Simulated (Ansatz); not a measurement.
## AlNi: strain energy, fitted

AlNi, P4/mmm, a = 2.860 Å, c = 2.870 Å. The structure is a Materials Project entry; whether it is the stable form wasn't checked. Ansatz: r2SCAN, PAW, 500 eV, Γ-centred 18×18×18 mesh on 2 atoms, Gaussian smearing 0.10 eV; no spin polarisation. Series: uniaxial strain along c, with a, b and atoms relaxed; x is the strain in per cent. y is the free energy over the unstrained cell, V0 = 11.737 Å³/atom.

| x (%) | y (meV/atom) |
| --- | --- |
| -3.0 | ? |
| -2.0 | 1.34 |
| -1.0 | 0.20 |
| 0.0 | 0.00 |
| 1.0 | 0.51 |
| 2.0 | 1.69 |
| 3.0 | 3.57 |

Fit y = c2 x² + c3 x³ to the other rows, turn c2 into a modulus, and predict the missing energy.

Least squares on the rows shown. y = 0.3635 x² + 0.01302 x³. In eV per unit strain² c2 is 3.635; this is Young's modulus along the axis (E = ½ Y V0 ε²): 2 × 3.635 × 160.2 / (11.737) = 99 GPa. The unstrained cell keeps some stress along the strain, worth a slope of 0.13 meV/atom per %, which the form leaves out. With a term in x⁴ added, the coefficient of x² becomes 0.4099, 13 % more, which shows how far this figure hangs on the form. At x = -3.0 the fit asked for gives 2.92 meV/atom. The run gave 3.73 meV/atom, so the fit is 0.81 meV/atom too low, 22 % of the span of the series, against an rms of 0.11 meV/atom on the fitted rows. The row lies outside the fitted range. With a term in x⁴ added, a fit to the same known rows predicts 2.35 meV/atom, further off still.